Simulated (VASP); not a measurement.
```yaml
crystal:
  lattice:
    - [1.77346, -3.07172, 0.00000]
    - [1.77346, 3.07172, 0.00000]
    - [0.00000, 0.00000, 3.78833]
  atoms:
    - { symbol: Li, position: [0.33333, 0.66667, 0.00000] }
    - { symbol: Li, position: [0.66667, 0.33333, 0.00000] }
    - { symbol: Li, position: [0.00000, 0.00000, 0.50000] }
    - { symbol: N, position: [0.00000, 0.00000, 0.00000] }
```

Method: LDA (Ceperley-Alder, Perdew-Zunger), VASP's LDA PAW potentials (set 64) (plane waves; VASP 6.6.1). Run with 520 eV cut-off, Gaussian smearing of 0.050 eV, potentials Li_sv N.

Task: Predict the band gap (along the path) with the smallest direct gap where there is one.

Result: 
| Item | Value |
|---|---|
| band gap (along the path) | 1.09 eV |
| smallest direct gap (along the path) | 1.57 eV |

The absolute energy has meaning only against runs of the same code, potentials and settings.

The compound is Li3N in the alpha structure. It was relaxed first, which changed the volume by -8 %.
